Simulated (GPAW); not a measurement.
# CdSe (F-43m) in GPAW: settings compared, part 2 of 2

GPAW 26.7.0. The steps go on from the part before.

## 4. Band structure, PW91, spin-orbit coupling, no magnetisation

run.py reads:

```python
import numpy as np
from ase.dft.bandgap import bandgap
from ase.io import write
from ase.spacegroup import crystal
from ase.units import GPa
from gpaw import GPAW, PW, setup_paths
from gpaw.spinorbit import soc_eigenstates

setup_paths.insert(0, '.')

# Cd 4a
# Se 4d
atoms = crystal(['Cd', 'Se'],
                basis=[[0.0, 0.0, 0.0],
                       [0.25, 0.25, 0.75]],
                spacegroup=216, setting=1,  # F-43m
                cellpar=[6.1405424, 6.1405424, 6.1405424, 90.0, 90.0, 90.0],
                primitive_cell=True)

calc = GPAW(mode=PW(600),
            xc='GGA_X_PW91+GGA_C_PW91',
            kpts={'size': (6, 6, 6), 'gamma': True},
            occupations={'name': 'fermi-dirac', 'width': 0.05},
            nbands=18,
            convergence={'density': 1e-05, 'energy': 1e-05},
            maxiter=150,
            txt='gpaw.txt')
atoms.calc = calc
energy = atoms.get_potential_energy()
forces = atoms.get_forces()
stress = atoms.get_stress()
calc.write('gs.gpw')
write('result.traj', atoms)
print(f'Energy: {energy:.6f} eV')
print('Forces (eV/A):')
print(forces.round(4))
print('Stress (GPa):', (stress / GPa).round(3))
print('Fermi level:', round(calc.get_fermi_level(), 4), 'eV')
print(f'Gap: {bandgap(calc)[0]:.4f} eV, direct: {bandgap(calc, direct=True)[0]:.4f} eV')

path = atoms.cell.bandpath('GXWKGLUWLK,UX', npoints=80, eps=1e-4)
bs_calc = calc.fixed_density(kpts=path, symmetry='off', nbands=30,
                             convergence={'bands': 'CBM+6.0', 'eigenstates': 1e-6}, txt='bands.txt')
bs = bs_calc.band_structure()
bs.write('bs.json')
print(f'Gap on the path: {bandgap(bs_calc)[0]:.4f} eV')

soc = soc_eigenstates(bs_calc, theta=90, phi=0)
np.savetxt('soc_bands.dat', soc.eigenvalues(), fmt='%.4f')
mesh = soc_eigenstates('gs.gpw', theta=90, phi=0)
np.savetxt('soc_mesh.dat', mesh.eigenvalues(), fmt='%.4f')
print('Fermi level with spin-orbit coupling:', round(mesh.fermi_level, 4), 'eV')
```

Potentials or basis: PAW data sets generated in the run's folder for this functional, pw.

On the command line:

```bash
$ gpaw-setup -f GGA_X_PW91+GGA_C_PW91 Cd Se
$ OMP_NUM_THREADS=1 python run.py
```

gpaw.txt:

```text
__  _  _
 | _ |_)|_||  |
 |__||  | ||/\| - 26.7.0

Input parameters:
  mode=PW(ecut=600.0),
  convergence={'density': 1e-05, 'energy': 1e-05},
  kpts=MonkhorstPack(size=(6, 6, 6), gamma=True),
  maxiter=150,
  nbands=18,
  occupations=Occupations(name='fermi-dirac', width=0.05),
  xc=XC(name='GGA_X_PW91+GGA_C_PW91')

Diagonalizing LCAO Hamiltonian
Converting LCAO to pw mode

                     Se

       Cd

Atoms  # Å, Bohr magnetons
|   | symbol |        x |        y |        z |    initial magnetic moments |
|---|--------|----------|----------|----------|-----------------------------|
| 0 |     Cd | 0.000000 | 0.000000 | 0.000000 | ( 0.0000,  0.0000,  0.0000) |
| 1 |     Se | 4.605407 | 4.605407 | 4.605407 | ( 0.0000,  0.0000,  0.0000) |

Unit cell  # Å
| periodic |        x |        y |        z |  lengths |    angles |
|----------|----------|----------|----------|----------|-----------|
|      yes | 0.000000 | 3.070271 | 3.070271 | 4.342019 | 60.000000 |
[... 176 lines left out ...]
Converged in 9 steps
Energy contributions relative to reference atoms: (reference = -218314.055288)

Energy contributions:
  Kinetic:          18.221961
  Coulomb:         -16.647266
  Zero:              0.046200
  External:          0.000000
  Xc:               -7.347102
  Entropy:          -0.000070
  Spinorbit:         0.000000
  ----------------------------
  Free energy:      -5.726276
  Extrapolated:     -5.726241

dipole moment: (-16.975728, -16.975728, -16.975728)  # |e|*Ang

Fermi level: 3.553
Eigenvalues  # (at kpt = [0.000, 0.000, 0.000])
| band index |      eig [eV] | occ [0-2] |
|------------|---------------|-----------|
|          0 |        -9.185 |     2.000 |
|          1 |        -4.543 |     2.000 |
|          2 |        -4.543 |     2.000 |
|          3 |        -4.543 |     2.000 |
|          4 |        -4.195 |     2.000 |
|          5 |        -4.195 |     2.000 |
[... 10 lines left out ...]
|         16 |        15.282 |     0.000 |
|         17 |        15.282 |     0.000 |

Gap: 0.500 eV
Transition (v -> c):
  (s=0, k=0, n=8, [0.00, 0.00, 0.00]) -> (s=0, k=0, n=9, [0.00, 0.00, 0.00])
No difference between direct/indirect transitions

Forces  # eV/Ang
|        x |        y |       z |
|----------|----------|---------|
|  0.00000 |  0.00000 | 0.00000 |  # Cd   0
| -0.00000 | -0.00000 | 0.00000 |  # Se   1

Stress tensor  # eV/Ang^3
|         x |         y |         z |
|-----------|-----------|-----------|
| -0.005575 | -0.000000 | -0.000000 |
| -0.000000 | -0.005575 | -0.000000 |
| -0.000000 | -0.000000 | -0.005575 |

# Writing to gs.gpw (mode='')
```

bands.txt:

```text
Diagonalizing LCAO Hamiltonian
Converting LCAO to pw mode
convergence criteria:
- Maximum integral of absolute [eigenst]ate change: 1e-06 eV^2 / valence electron
maximum number of iterations: 150

SCF iterations
|iter     | |      energy | eigst |  dens |
|---------|-|-------------|-------|-------|
[... 85 lines left out ...]
         [0.41666667, 0.41666667, 0.66666667],
         [0.40277778, 0.40277778, 0.69444444],
         [0.38888889, 0.38888889, 0.72222222],
         [0.375     , 0.375     , 0.75      ],
         [0.625     , 0.25      , 0.625     ],
         [0.59375   , 0.1875    , 0.59375   ],
         [0.5625    , 0.125     , 0.5625    ],
         [0.53125   , 0.0625    , 0.53125   ],
         [0.5       , 0.        , 0.5       ]])),
  maxiter=150,
  nbands=30,
  occupations=Occupations(name='fermi-dirac', width=0.05),
  symmetry=Symmetry(point_group=False, time_reversal=False),
  xc=XC(name='GGA_X_PW91+GGA_C_PW91')
```

Run time: 17 s. Hardware: 1 thread of AMD EPYC 9R45 (Zen 5), shared host; peak memory 0.31 GiB.

What came out:

* Free energy: -5.7263 eV
* Pressure: 0.9 GPa
* Band gap on the k mesh: 0.37 eV, direct
* Band gap along the path: 0.37 eV, direct

Levels at the corners of the path, in eV from the valence-band top:
| point | band 15 | band 16 | band 17 | band 18 | band 19 | band 20 | band 21 | band 22 |
| --- | --- | --- | --- | --- | --- | --- | --- | --- |
| Γ | 0.00 | 0.00 | 0.00 | 0.00 | 0.37 | 0.37 | 5.48 | 5.48 |
| X | -1.97 | -1.97 | -1.83 | -1.83 | 3.05 | 3.05 | 3.59 | 3.59 |
| W | -2.38 | -2.22 | -2.19 | -2.19 | 4.64 | 4.83 | 5.07 | 5.11 |
| K | -2.58 | -2.50 | -1.57 | -1.57 | 3.56 | 3.57 | 4.88 | 4.99 |
| Γ | 0.00 | 0.00 | 0.00 | 0.00 | 0.37 | 0.37 | 5.48 | 5.48 |
| L | -0.97 | -0.97 | -0.72 | -0.72 | 2.19 | 2.19 | 6.20 | 6.20 |
| U | -2.58 | -2.50 | -1.57 | -1.57 | 3.56 | 3.57 | 4.88 | 4.99 |
| W | -2.38 | -2.22 | -2.19 | -2.19 | 4.64 | 4.83 | 5.07 | 5.11 |
| L | -0.97 | -0.97 | -0.72 | -0.72 | 2.19 | 2.19 | 6.20 | 6.20 |
| K | -2.58 | -2.50 | -1.57 | -1.57 | 3.56 | 3.57 | 4.88 | 4.99 |
| U | -2.58 | -2.50 | -1.57 | -1.57 | 3.56 | 3.57 | 4.88 | 4.99 |
| X | -1.97 | -1.97 | -1.83 | -1.83 | 3.05 | 3.05 | 3.59 | 3.59 |

Caveat: spin-orbit coupling was added after a scalar SCF, so levels and gaps hold it while energy, forces, pressure and moments don't; this program's spin-orbit splittings come out too wide for heavy elements. As with any semilocal functional, this PW91 gap is likely too small.

## 5. Summary

```tsv
task	level	potentials or basis	spin	band path	band points	spin axis theta (degrees)	spin axis phi (degrees)	gap on the mesh (eV)	pressure (GPa)
equation of state	BP86	PAW data sets generated in the run's folder for this functional, pw	off	-	-	-	-	-	-
band structure	r4SCAN	GPAW PAW data sets (gpaw-data 1.2.1), pw	SOC, no magnetisation	GXWKGLUWLK,UX	60	0	0	0.78	-0.7
band structure	PW91	PAW data sets generated in the run's folder for this functional, pw	SOC, no magnetisation	GXWKGLUWLK,UX	80	90	0	0.37	0.9
```

Alike in all rows: cell as given; k mesh 6 × 6 × 6; cutoff (eV) 600; smearing fermi-dirac 0.05 eV.

Caveats: spin-orbit coupling was added after a scalar SCF, so levels and gaps hold it while energy, forces, pressure and moments don't (some runs); this program's spin-orbit splittings come out too wide for heavy elements (some runs); the PAW data sets were made with another functional, which shifts forces and pressure a little (some runs).

Total energies depend on the potentials used, so only differences within one code and one set of settings carry meaning.
